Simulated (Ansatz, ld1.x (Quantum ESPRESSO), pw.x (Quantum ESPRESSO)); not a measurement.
Which Al potential is closest to all-electron in the bcc crystal?

All use PBE, scalar-relativistic, no spin, cutoffs from each file’s atomic test, pw.x 7.5; 14³ k-points, Fermi–Dirac smearing 0.01 Ry. Δ is the rms difference from all-electron LAPW of the E(V) curves that follow from fits to the pressures, over ±6 % in volume. Mesh and smearing are coarse and serve the comparison alone. The files are a selection: those with a ghost or negative overlap were mostly not run, and those with noisy or unconverged pressures or nearly equal Δ are left out.

All-electron: a0 = 3.237 Å (V0 = 16.96 Å³/atom), B0 = 68.4 GPa.

(1) Rank them by Δ, smallest first.
A. norm-conserving Troullier–Martins (Kleinman–Bylander form), ld1.x (Quantum ESPRESSO) 7.5, PBE; core [Ne], reference 3s1 3p2; waves: 3p (bound): rc 2.65 bohr; 3d channel at -0.2 Ry: rc 2.00 bohr; 3s (bound): rc 1.70 bohr; local part: the s channel; core correction: a·sin(br)/r model core inside 1.70 bohr.
B. norm-conserving Troullier–Martins (Kleinman–Bylander form), ld1.x (Quantum ESPRESSO) 7.5, PBE; core [Ne], reference 3s2 3p1; waves: 3p (bound): rc 2.85 bohr; 3d channel at 0.2 Ry: rc 2.60 bohr; 3s (bound): rc 1.65 bohr; local part: the s channel; core correction: none.
C. norm-conserving Troullier–Martins (Kleinman–Bylander form), ld1.x (Quantum ESPRESSO) 7.5, PBE; core [Ne], reference 3s2 3p1; waves: 3s (bound): rc 1.90 bohr; 3p (bound): rc 2.60 bohr; 3d channel at -0.2 Ry: rc 2.65 bohr; local part: all-electron potential smoothed inside 1.60 bohr (lloc = -2); core correction: Bessel-smoothed model core, default radius (core density twice the valence density).
D. PAW, ld1.x (Quantum ESPRESSO) 7.5, PBE; core [Ne], reference 3s2 3p1; waves: 3s (bound): rcut 1.50, rcutus 1.95 bohr; 3s channel at 1.5 Ry: rcut 1.50, rcutus 1.95 bohr; 3p (bound): rcut 1.75, rcutus 2.00 bohr; 3p channel at 0.35 Ry: rcut 1.75, rcutus 2.00 bohr; 3d channel at 0.3 Ry: rcut 1.55, rcutus 1.75 bohr; 3d channel at 2.85 Ry: rcut 1.55, rcutus 1.75 bohr; local part: all-electron potential smoothed inside 1.60 bohr (lloc = -1); core correction: Bessel-smoothed model core inside 1.35 bohr; augmentation: PSQ, radius 1.65 bohr.
E. norm-conserving RRKJ (Kleinman–Bylander form), ld1.x (Quantum ESPRESSO) 7.5, PBE; core [Ne], reference 3s2 3p1; waves: 3p (bound): rc 2.85 bohr; 3d channel at 0.05 Ry: rc 2.45 bohr; 3s (bound): rc 2.20 bohr; local part: the s channel; core correction: a·sin(br)/r model core, default radius (core density twice the valence density).

Answers

(1) D (0.1 meV/atom), B (1.2 meV/atom), A (1.7 meV/atom), C (2.4 meV/atom), E (3.4 meV/atom).
